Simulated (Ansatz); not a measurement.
CsCl (CsCl type, space group No. 221), a = 4.069 Å, b = 4.069 Å, c = 4.069 Å, α = 90.00°, β = 90.00°, γ = 90.00°.

Relaxed with PBEsol. Independent-particle spectrum: no excitons, no local fields, no scissors shift; 0.1 eV broadening; ε₁ of the summed bands alone.

Problem. Tabulate the dielectric function from DFT-PBEsol in the program Ansatz with PAW potentials.

Solution. 

```tsv
E (eV)	ε₁ xx	ε₂ xx
0.0	3.21	0.00
0.4	3.22	0.00
0.8	3.23	0.00
1.2	3.25	0.00
1.6	3.29	0.00
2.0	3.33	0.00
2.4	3.38	0.00
2.8	3.46	0.00
3.2	3.54	0.00
3.6	3.66	0.00
4.0	3.81	0.00
4.4	4.01	0.00
4.8	4.30	0.00
5.2	4.88	0.06
5.6	5.24	0.59
6.0	5.94	0.98
6.4	6.60	2.57
6.8	5.46	3.92
7.2	4.21	5.49
7.6	1.51	3.78
8.0	2.49	2.45
8.4	4.36	3.30
8.8	2.50	5.16
9.2	-0.47	4.09
9.6	0.30	2.12
10.0	0.83	1.73
10.4	1.49	1.19
10.8	2.22	1.04
11.2	3.28	1.73
11.6	3.81	3.09
12.0	1.73	4.90
```

Problem. From ε at 5.8 eV (xx: 5.46 + 0.72i), find n, k, the normal reflectivity and the absorption coefficient.

Solution. n = 2.34, k = 0.154, R = 16 %, α = 2kE/ħc = 91000 cm⁻¹.

With all bands, ε∞ without local fields is 3.27. DFPT, with local fields, gives 2.98.

Space group Pm-3m (CsCl type). The cell was relaxed with PBEsol under the symmetry of its start. Scalar-relativistic: spin–orbit coupling is off unless named, which matters more the heavier the elements.

Potentials: the earlier of the program's two PAW sets. The files were generated under PBE; for other functionals the program regenerates the frozen cores, and for LDA and PBEsol the local potential too.
